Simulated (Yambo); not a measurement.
**RbBr in Yambo: convergence with bands in self energy**

The system is RbBr.

```
Rb Br
1.0
     0.00000    3.42700    3.42700
     3.42700    0.00000    3.42700
     3.42700    3.42700    0.00000
Rb Br
1 1
Direct
  0.00000 0.00000 0.00000
  0.50000 0.50000 0.50000
```

```yaml
Program: Yambo 5.3.0
Task: G0W0 quasiparticle levels
Functional: LDA
Potentials_or_basis: PseudoDojo 0.4.1 SR LDA standard
Cutoff: 599 eV
Density_cutoff: 2395 eV
k_mesh: 6 × 6 × 6
Occupations: fixed
Spin: no spin polarisation
k_mesh_of_the_self-consistent_run: 8 × 8 × 8
Form_of_the_LDA: PW92
Random_integration_of_the_Coulomb_term: yes
Direction_of_the_field_or_of_q_to_0: x + y + z
Broadening: 0.1 eV
States_corrected: Γ and the k points of the band edges
Frequency_dependence_of_W: plasmon pole
Terminator_of_the_band_sum_in_the_self-energy: none
Quasiparticle_equation: linearised (Newton)
Imaginary_frequency_of_the_plasmon-pole_fit: 27.2114 eV
Bands_in_the_response: 158
Bands_in_the_self-energy: 28
Cutoff_of_the_response_matrix: 5 Ry
Cutoff_of_exchange_and_Vxc: 44 Ry
Bands_corrected_first_last: "[7, 9]"
```

These are the settings of the first run; the series varies bands in self energy, with any setting tied to it.

```tsv
bands in self energy	quasiparticle gap at the points computed (eV)
28	6.328
48	6.476
88	6.596
158	6.646
```

Not settled before the last step: the quasiparticle gap at the points computed (to 0.05 eV). The tightest run that finished is the yardstick and may itself not be fully converged.

Caveat, for the tightest run too: this version prints the column dSc/dw multiplied by 27.2.
